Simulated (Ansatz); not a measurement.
Cubic perovskite LaAlO3 (cubic high-temperature phase), treated with LDA (PAW; Ansatz, an electronic-structure program).

Run with plane-wave cutoff 520 eV, 6×6×6 k mesh, perturbation theory, scalar-relativistic PAW data made under PBE.

Cell (relaxed at this level):

```cif
data_AlLaO3
_chemical_formula_sum 'La1 Al1 O3'
_space_group_name_H-M_alt 'P 1'
_space_group_IT_number 1
_cell_length_a 3.73832
_cell_length_b 3.73832
_cell_length_c 3.73832
_cell_angle_alpha 90.000
_cell_angle_beta 90.000
_cell_angle_gamma 90.000
loop_
_space_group_symop_operation_xyz
  'x, y, z'
loop_
_atom_site_label
_atom_site_type_symbol
_atom_site_fract_x
_atom_site_fract_y
_atom_site_fract_z
_atom_site_occupancy
La1 La 0.00000 0.00000 0.00000 1
Al1 Al 0.50000 0.50000 0.50000 1
O1 O 0.50000 0.00000 0.50000 1
O2 O 0.00000 0.50000 0.50000 1
O3 O 0.50000 0.50000 0.00000 1
```

### Question
What does this level give for the high-frequency dielectric constant?

### Answer

high-frequency dielectric constant: 4.82

Note: the relaxation could not lower the start's symmetry, so the cell can be a saddle point above a distorted one; the run finds an imaginary mode (112i cm⁻¹), so the cell is a saddle point at this level.

Spin–orbit coupling is not included.

The result took very roughly 4 core-minutes.
